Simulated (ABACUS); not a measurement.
Ca under changes of volume

One of the cells (43.099 Å³/atom); the others are scaled copies at fixed shape and fractional positions:

```xyz
1
Lattice="-2.0965 2.1017 2.4454 2.0965 -2.1017 2.4454 2.0965 2.1017 -2.4454" Properties=species:S:1:pos:R:3 pbc="T T T"
Ca    0.0000    0.0000    2.4454
```

This isn't the form of Ca at room conditions, which is fcc.

- Program: ABACUS 3.10.1
- Functional: PBE
- Potentials or basis: PseudoDojo NC SR 0.4.1 PBE standard
- Cutoff: 925 eV
- Density cutoff: 3701 eV
- Basis: plane waves
- k mesh: 9 × 9 × 9
- Occupations: fermi-dirac, width 0.05 eV
- Spin: no spin polarisation

| volume (Å³/atom) | energy over the lowest point (meV/atom) | pressure (GPa) |
| --- | --- | --- |
| 40.513 | ? | ? |
| 41.375 | 0.56 | 0.3 |
| 42.237 | 0.00 | -0.1 |
| 43.099 | 1.31 | -0.4 |
| 43.961 | 4.31 | -0.7 |
| 44.823 | 8.87 | -1.0 |
| 45.685 | 14.84 | -1.2 |

Problem. What does the run at 40.513 Å³/atom give?

Solution. Energy over the lowest point 3.17 meV/atom; pressure 0.7 GPa.

Worked out: A Birch-Murnaghan fit of order 3 (a polynomial in V^(-2/3)) to the other rows has its minimum at 42.05 Å³/atom with B0 = V·E''(V) = 17.2 GPa and B' = 3.5 at fixed shape and positions, which overstates the stiffness. It gives 3.16 meV/atom at 40.513 Å³/atom, against the run's 3.17, and -dE/dV = 0.7 GPa, against 0.7.

Energies are extrapolated to zero smearing.
